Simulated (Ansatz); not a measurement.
Here is an Ansatz 0.2.0 calculation.

File input.yaml:

```yaml
crystal:
  lattice:
    - [3.1841260822, 0.0, 0.0]
    - [-1.5920630411, 2.757534076, 0.0]
    - [0.0, 0.0, 17.33459995]
  atoms:
    - { symbol: Mo, position: [0.0, 0.0, 0.0] }
    - { symbol: S, position: [0.3333333333, 0.6666666667, 0.91050702] }
    - { symbol: S, position: [0.3333333333, 0.6666666667, 0.08949298] }
kpoints:
  mp_grid: { grid: [10, 10, 2] }
scf:
  occupations: { method: fermi_dirac, width: 0.05 }
hamiltonian:
  xc: pbesol
  pseudopotentials: { kind: all_electron, lapw: { basis_error: 0.002 } }
output:
  forces: true
  stress: true
relax:
  f_tol: 0.01
  max_steps: 60
  cell: {}
```

Potentials or basis: all-electron LAPW, scalar-relativistic.

Command:

```bash
$ ansatz run input.yaml --threads 2 --pin off --max-ram 8192MiB --backend cpu --events-out ev --progress --plain --runs-dir out
```

**Question.** What does it give for the band gap on the k mesh?

**Answer.** 2.01 eV.

**Question.** Estimate the space group after relaxing (to 0.05 Å).

**Answer.** P-6m2 (No. 187).

**Question.** Predict the relaxed cell.

**Answer.** a = 3.142 Å, b = 3.142 Å, c = 17.338 Å, α = 90.00°, β = 90.00°, γ = 120.00°.

**Question.** Predict the relaxed volume.

**Answer.** 49.41 Å³/atom.

The path:
```
step  energy change (eV)  largest force (eV/Å)  volume (Å³)
   1              0.0000                0.1478       152.20
   2             -0.0101                0.1755       145.68
   3             -0.0183                0.0011       148.22
   4             -0.0183                0.0013       148.22
```
